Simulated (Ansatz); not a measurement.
NbP:

```xyz
4
Lattice="-1.6749 1.6749 5.7401 1.6749 -1.6749 5.7401 1.6749 1.6749 -5.7401" Properties=species:S:1:pos:R:3 pbc="T T T"
Nb    1.6749    0.0000    2.8687
Nb    0.0000    0.0000    5.7387
P     0.0000    1.6749    3.8200
P     0.0000    0.0000    0.9500
```

The cell is a database's computed one.

Base run:

* Program: Ansatz 0.2.0
* Functional: LDA
* Potentials or basis: Ansatz PAW
* Cutoff: 420 eV
* Density cutoff: 1680 eV
* k mesh: 11 × 11 × 11
* Occupations: fermi-dirac, width 0.05 eV
* Spin: no spin polarisation
* Hubbard terms: Nb d U = 1 eV

Its results: band gap on the k mesh none (metal or under the smearing width); pressure -9.0 GPa.

Question: After a change of settings the same cell gave: band gap on the k mesh none (metal or under the smearing width); pressure -7.7 GPa. Which change was it?
A. hubbard terms from Nb d U = 1 eV to none; hubbard projectors from ortho-atomic (the default) to none
B. functional from LDA to PBEsol; hubbard terms from Nb d U = 1 eV to none; hubbard projectors from ortho-atomic (the default) to none
C. hubbard terms from Nb d U = 1 eV to Nb d U = 2 eV
D. hubbard terms from Nb d U = 1 eV to Nb d U = 4 eV

Answer: D.

Caveats: U without spin polarisation on a metal has little footing; the PAW data sets come from PBE, with cores solved anew for the run's functional, which leaves a small shift of forces and pressure; the U is typed as a test and isn't derived for this compound.

Not every run made on this cell is shown here.
